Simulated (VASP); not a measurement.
# AlN (F-43m) in VASP: band structure with HSE06

Aim: the band structure of AlN with HSE06.

All numbers are computed with VASP 6.6.1; they aren't measurements. Logs are shortened: lines on timing, memory, paths and dates and some standing lists are left out, and cuts for length are marked.

### 1 Starting point

It takes space group F-43m (No. 216, cubic). Conventional cell: a = 4.377 Å, b = 4.377 Å, c = 4.377 Å, α = 90.00°, β = 90.00°, γ = 90.00°. Al (site symmetry -43m) is surrounded by 4 N at 1.90 Å. Around N (site symmetry -43m) lie 4 Al at 1.90 Å.

Measurements of this composition are mostly on another form, of space group No. 186.

### 2 Band structure, HSE06

File POSCAR:

```
AlN
1.0
    0.0000000000      2.1882900000      2.1882900000
    2.1882900000      0.0000000000      2.1882900000
    2.1882900000      2.1882900000      0.0000000000
Al N
1 1
Direct
    0.0000000000      0.0000000000      0.0000000000
    0.2500000000      0.2500000000      0.2500000000
```

File INCAR.step1:

```
  PREC = Accurate
  ENCUT = 520
  EDIFF = 1E-5
  ISMEAR = 0
  SIGMA = 0.02
  LREAL = False
  LASPH = True
  NELM = 100
  ALGO = Normal
  ISIF = 2
  LWAVE = True
  LCHARG = False
  NBANDS = 11
  GGA = PE
```

File INCAR.step2:

```
  PREC = Accurate
  ENCUT = 520
  EDIFF = 1E-7
  ISMEAR = 0
  SIGMA = 0.02
  LREAL = False
  LASPH = True
  NELM = 100
  ALGO = Normal
  ISIF = 2
  LWAVE = False
  LCHARG = False
  GGA = PE
  LHFCALC = True
  HFSCREEN = 0.2
  PRECFOCK = Fast
  NBANDS = 11
  ISTART = 1
```

File KPOINTS:

```
Automatic mesh
0
Gamma
  6 6 6
```

File KPOINTS_OPT:

```
path GXWKGLUWLK,UX
10
line-mode
reciprocal
 0.0000000000  0.0000000000  0.0000000000  G
 0.5000000000  0.0000000000  0.5000000000  X

 0.5000000000  0.0000000000  0.5000000000  X
 0.5000000000  0.2500000000  0.7500000000  W

 0.5000000000  0.2500000000  0.7500000000  W
 0.3750000000  0.3750000000  0.7500000000  K

 0.3750000000  0.3750000000  0.7500000000  K
 0.0000000000  0.0000000000  0.0000000000  G

 0.0000000000  0.0000000000  0.0000000000  G
 0.5000000000  0.5000000000  0.5000000000  L

 0.5000000000  0.5000000000  0.5000000000  L
 0.6250000000  0.2500000000  0.6250000000  U

 0.6250000000  0.2500000000  0.6250000000  U
 0.5000000000  0.2500000000  0.7500000000  W

 0.5000000000  0.2500000000  0.7500000000  W
 0.5000000000  0.5000000000  0.5000000000  L

 0.5000000000  0.5000000000  0.5000000000  L
 0.3750000000  0.3750000000  0.7500000000  K

 0.6250000000  0.2500000000  0.6250000000  U
 0.5000000000  0.0000000000  0.5000000000  X
```

Potentials or basis: VASP PAW PBE potentials, release 64 (Al, N).

Run with:

```
$ cat potpaw_PBE.64/Al/POTCAR potpaw_PBE.64/N/POTCAR > POTCAR
$ cp INCAR.step1 INCAR
$ mpirun -np 1 vasp_std > vasp.out
$ cp INCAR.step2 INCAR
$ mpirun -np 1 vasp_std > vasp.out
```

OUTCAR:

```text
PREC = Accurate
   ENCUT = 520
   EDIFF = 1E-7
   ISMEAR = 0
   LREAL = False
   LASPH = True
   NELM = 100
   ISIF = 2
   GGA = PE
   LHFCALC = True
   HFSCREEN = 0.2
   PRECFOCK = Fast
   ISTART = 1

 ion  position               nearest neighbor table
   1  0.000  0.000  0.000-   2 1.90   2 1.90   2 1.90   2 1.90
   2  0.250  0.250  0.250-   1 1.90   1 1.90   1 1.90   1 1.90

  LATTYP: Found a face centered cubic cell.
 ALAT       =     4.3765800000

  Lattice vectors:

 A1 = (   0.0000000000,   2.1882900000,   2.1882900000)
 A2 = (   2.1882900000,   0.0000000000,   2.1882900000)
 A3 = (   2.1882900000,   2.1882900000,   0.0000000000)

Analysis of symmetry for initial positions (statically):
=====================================================================
 Subroutine PRICEL returns:
 Original cell was already a primitive cell.

 Routine SETGRP: Setting up the symmetry group for a
 face centered cubic supercell.

 Subroutine GETGRP returns: Found 24 space group operations
 (whereof 24 operations were pure point group operations)
 out of a pool of 48 trial point group operations.

The static configuration has the point symmetry T_d .

Analysis of symmetry for dynamics (positions and initial velocities):
=====================================================================
 Subroutine PRICEL returns:
 Original cell was already a primitive cell.

 Routine SETGRP: Setting up the symmetry group for a
 face centered cubic supercell.

 Subroutine GETGRP returns: Found 24 space group operations
 (whereof 24 operations were pure point group operations)
 out of a pool of 48 trial point group operations.

The dynamic configuration has the point symmetry T_d .

 Subroutine INISYM returns: Found 24 space group operations
 (whereof 24 operations are pure point group operations),
 and found     1 'primitive' translations

----------------------------------------------------------------------------------------

                                     Primitive cell

  volume of cell :      20.9577

  direct lattice vectors                    reciprocal lattice vectors
     0.000000000  2.188290000  2.188290000    -0.228488911  0.228488911  0.228488911
     2.188290000  0.000000000  2.188290000     0.228488911 -0.228488911  0.228488911
     2.188290000  2.188290000  0.000000000     0.228488911  0.228488911 -0.228488911

  length of vectors
[... 89 lines left out ...]
   EFERMI_NEDOS =   21; number of points for ismear=-14 and -15
   IALGO  =     38    algorithm
   IMIX   =      1    mixing-type and parameters
     AMIX     =   0.40;   BMIX     =  1.00
     AMIX_MAG =   1.60;   BMIX_MAG =  1.00
  volume/ion in A,a.u.               =      10.48        70.71
  Fermi-wavevector in a.u.,A,eV,Ry     =   1.187563  2.244168 19.188373  1.410306
  Thomas-Fermi vector in A             =   2.323711
   LORBIT       =      0    0 simple, 1 ext, 2 COOP (PROOUT), +10 PAW based schemes
   GGA     = PE    functional components
   LHFCALC =     T    Hartree Fock is set to
   PRECFOCK=fast      Normal, Fast or Accurate (Low or Medium for compatibility)
   ENCUT4O =  -1.0   cutoff for four orbital integrals eV
   NKREDX  =     1    reduce k-point grid by
   NKREDY  =     1    reduce k-point grid by
   NKREDZ  =     1    reduce k-point grid by
   AEXX    =    0.2500 exact exchange contribution
   HFSCREEN=    0.2000 screening length (either q_TF or 0.3 A-1)
   HFSCREENC=   0.2000 screening length for correlation (either q_TF or 0.3 A-1)
   ENCUTFOCK=  -1.0 apply spherical cutoff to Coloumb kernel
   IVDW    =     0    specifies the selected vdW correction
   LEPSILON=     F    determine dielectric tensor
   LRPA    =     F    only Hartree local field effects (RPA)
 non-spin polarized calculation
 Gauss-broadening in eV      SIGMA  =   0.02
  energy-cutoff  :      520.00
  volume of cell :       20.96
 maximum number of plane-waves:       588
  NGX = 14; NGY = 14; NGZ = 14

 number of electron       8.0000000 magnetization

 Free energy of the ion-electron system (eV)
  ---------------------------------------------------
  ext. energy  EPLUGINS =         0.00000000
  ---------------------------------------------------
  free energy    TOTEN  =       -17.42713636 eV

  energy without entropy =      -17.42713636  energy(sigma->0) =      -17.42713636

 E-fermi :   5.1183     XC(G=0):  -8.9805

 val. band max:        4.9796295157   @ k =   0.0000   0.0000   0.0000
 cond. band min:       9.5487970027   @ k =   0.5000   0.5000   0.0000
 fundamental gap:      4.5691674870
 Fermi energy:         5.1182634364

 k-point     1 :       0.0000    0.0000    0.0000
  band No.  band energies     occupation
      1     -11.4658      2.00000
      2       4.9796      2.00000
      3       4.9796      2.00000
      4       4.9796      2.00000
      5      10.4953      0.00000
      6      19.1822      0.00000
      7      19.1822      0.00000
      8      19.1822      0.00000
      9      24.5494      0.00000
     10      24.5494      0.00000
     11      25.9302      0.00000
[... 197 lines left out ...]
 k-point    16 :      -0.3333    0.5000    0.1667
  band No.  band energies     occupation
      1      -8.5817      2.00000
      2       0.2998      2.00000
      3       1.9625      2.00000
      4       2.3133      2.00000
      5      11.5752      0.00000
      6      16.8777      0.00000
      7      19.7442      0.00000
      8      19.9628      0.00000
      9      23.5818      0.00000
     10      27.1888      0.00000
     11      31.7687      0.00000

------------------------ aborting loop because EDIFF is reached ----------------------------------------

  FORCE on cell =-STRESS in cart. coord.  units (eV):
  Direction    XX          YY          ZZ          XY          YZ          ZX
  --------------------------------------------------------------------------------------
  -------------------------------------------------------------------------------------
  Total       -0.2348548     -0.2348548     -0.2348548      0.0000000     -0.0000000      0.0000000
  in kB      -17.9541759    -17.9541759    -17.9541759      0.0000000     -0.0000000      0.0000000
  external PRESSURE =     -17.9541759 kB  Pullay stress =       0.0000000 kB

 VOLUME and BASIS-vectors are now :
 -----------------------------------------------------------------------------
  energy-cutoff  :      520.00
  volume of cell :       20.96
      direct lattice vectors                 reciprocal lattice vectors
     0.000000000  2.188290000  2.188290000    -0.228488911  0.228488911  0.228488911
     2.188290000  0.000000000  2.188290000     0.228488911 -0.228488911  0.228488911
     2.188290000  2.188290000  0.000000000     0.228488911  0.228488911 -0.228488911

 POSITION                                       TOTAL-FORCE (eV/Angst)
 -----------------------------------------------------------------------------------
      0.00000      0.00000      0.00000         0.000000      0.000000      0.000000
      1.09414      1.09414      1.09414        -0.000000     -0.000000     -0.000000
 -----------------------------------------------------------------------------------
    total drift:                                0.000003     -0.000000      0.000001

  FREE ENERGIE OF THE ION-ELECTRON SYSTEM (eV)
  ---------------------------------------------------
  free  energy   TOTEN  =       -17.4271363578 eV

  energy  without entropy=      -17.4271363578  energy(sigma->0) =      -17.42713636
```

Run time: 14 min. Hardware: 1 thread of AMD EPYC 9R45 (Zen 5), shared host; peak memory 0.24 GiB.

What came out:

```
Free energy             : -17.4271 eV
Pressure                : -1.8 GPa
Band gap on the k mesh  : 4.57 eV, indirect (least direct gap 5.52 eV)
Band gap along the path : 4.57 eV, indirect (least direct gap 5.52 eV)
```

Levels at the corners of the path, in eV from the valence-band top:
```tsv
point	band 2	band 3	band 4	band 5	band 6	band 7
Γ	0.00	0.00	0.00	5.52	14.20	14.20
X	-5.32	-1.95	-1.95	4.57	10.06	16.04
X	-5.32	-1.95	-1.95	4.57	10.06	16.04
W	-4.11	-3.72	-2.87	7.46	13.09	13.67
W	-4.11	-3.72	-2.87	7.46	13.09	13.67
K	-4.62	-3.90	-1.50	6.51	11.72	15.05
K	-4.62	-3.90	-1.50	6.51	11.72	15.05
Γ	0.00	0.00	0.00	5.52	14.20	14.20
Γ	0.00	0.00	0.00	5.52	14.20	14.20
L	-6.33	-0.53	-0.53	8.84	11.62	12.74
L	-6.33	-0.53	-0.53	8.84	11.62	12.74
U	-4.62	-3.90	-1.50	6.51	11.72	15.05
U	-4.62	-3.90	-1.50	6.51	11.72	15.05
W	-4.11	-3.72	-2.87	7.46	13.09	13.67
W	-4.11	-3.72	-2.87	7.46	13.09	13.67
L	-6.33	-0.53	-0.53	8.84	11.62	12.74
L	-6.33	-0.53	-0.53	8.84	11.62	12.74
K	-4.62	-3.90	-1.50	6.51	11.72	15.05
U	-4.62	-3.90	-1.50	6.51	11.72	15.05
X	-5.32	-1.95	-1.95	4.57	10.06	16.04
```

Caveat: the PAW data sets were made with another functional, which shifts forces and pressure a little.
